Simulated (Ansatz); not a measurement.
Abridged Ansatz (a program for electronic structure) output:

```
Relaxation: its limit of steps is 30 (relax.max_steps)
Pseudopotential: Ba, paw, valence charge 10
Pseudopotential: Sn, paw, valence charge 14
Pseudopotential: O, paw, valence charge 6
Crystal: 5 atoms, lattice volume = 70.513 Å³
Basis set: ecut = 500 eV, 1791 PW (Γ), exchange–correlation on 128×128×128 points (64 copies of the dense FFT grid, shifted against one another)
Bands: 26, of which v1, the nominal top of the filled ones, is band 21 counted from 1 (20 counted from 0)
Symmetry: 48 space group operations
k-points: 56 of 1331
Functional: x = r2scan, c = r2scan; τ floored in thin density (d = 2e-4 eV/Å³)
SCF iter   1: F=—  HF=-13714.618983 eV  |F-HF|=—  |Δ(HF+E_count)|=         —  Δρ=1.33e-2  dr2=1.01e-1  dr2_τ=1.82e-1  ethr=1.77e-3  ⟨swp⟩=9.3  Hψ=8536  notcnv=0
SCF iter   2: F=—  HF=-13714.734192 eV  |F-HF|=—  |Δ(HF+E_count)|=   1.15e-1  Δρ=6.84e-3  dr2=2.53e-2  dr2_τ=1.33e-3  ethr=2.42e-4  ⟨swp⟩=2.6  Hψ=2993  notcnv=0  defer=56
SCF 1 converged in 9 iterations: F = -13714.728077 eV  dr2 = 2.04e-10
relax step   1: F+E_penalty+E_count = -13714.72807718 eV  Δ(F+E_penalty+E_count) = +0.000e0 eV  max|allowed force component| = 2.022e-29 eV/Å  Δτ_max = 0.0000 Å  (9 SCF iters, accepted)
Crystal: 5 atoms, lattice volume = 70.513 Å³
SCF iter   1: F=—  HF=-13714.728077 eV  |F-HF|=—  |Δ(HF+E_count)|=         —  Δρ=5.60e-7  dr2=2.04e-10  dr2_τ=8.41e-12  ethr=1.00e-12  ⟨swp⟩=2.7  Hψ=8436  notcnv=0  defer=56
SCF iter   2: F=-13714.728077 eV  HF=-13714.728077 eV  |F-HF|=5.28e-11  |Δ(HF+E_count)|=  6.37e-11  Δρ=3.61e-7  dr2=8.47e-11  dr2_τ=3.67e-12  ethr=1.00e-12  ⟨swp⟩=4.0  Hψ=4513  notcnv=0
SCF 2 converged in 2 iterations: F = -13714.728077 eV  dr2 = 8.47e-11
SCF converged after 2 iterations
Free energy (F): -13714.728077 eV
Internal energy: -13714.723697 eV  (E = F + TS)
E sigma→0 (E₀):  -13714.725887 eV
Entropy (-TS):   -0.004381 eV (-0.876 meV/atom)
Fermi energy:    9.589494 eV
--- Forces (eV/Å), atoms counted from 1 ---
  atom   1  Ba    -0.00000000    -0.00000000    -0.00000000
  atom   2  Sn     0.00000000     0.00000000    -0.00000000
  atom   3  O      0.00000000    -0.00000000    -0.00000000
  atom   4  O      0.00000000    -0.00000000    -0.00000000
  atom   5  O      0.00000000    -0.00000000    -0.00000000
--- Stress (GPa, compression-positive) ---
        2.104943       0.000000       0.000000
        0.000000       2.104943       0.000000
        0.000000       0.000000       2.104943
  P = ⅓ Tr σ = 2.1049 GPa (21.049 kbar)
--- Relaxed structure (1 steps of the walk, 1 accepted, 0 SCFs on fresh bases) ---
  atoms:
    - { symbol: Ba, position: [0.0, 0.0, 0.0] }
    - { symbol: Sn, position: [0.5, 0.5, 0.5] }
    - { symbol: O, position: [0.0, 0.5, 0.5] }
    - { symbol: O, position: [0.5, 0.5, 0.0] }
    - { symbol: O, position: [0.5, 0.0, 0.5] }
```

What was computed, and what are the main results?

BaSnO3, 5 atoms in the cell, with r2SCAN (Ansatz, PAW, spin-orbit coupling left out). The last SCF converged to F = -13714.728077 eV, or -2742.9456 eV per atom. The total energy compares only with runs of the same code, potentials and settings.

Charged cell with a jellium background: band edges are those of the host's band count, energies are not comparable with the neutral cell, and many-body gap narrowing is missing. No phonon test of stability was made. The cell was made from BaSnO₃ in the cubic perovskite structure (space group Pm-3m, No. 221) by this change: holes 2.0×10^21 cm⁻³.

Keys are those of Ansatz 0.2.
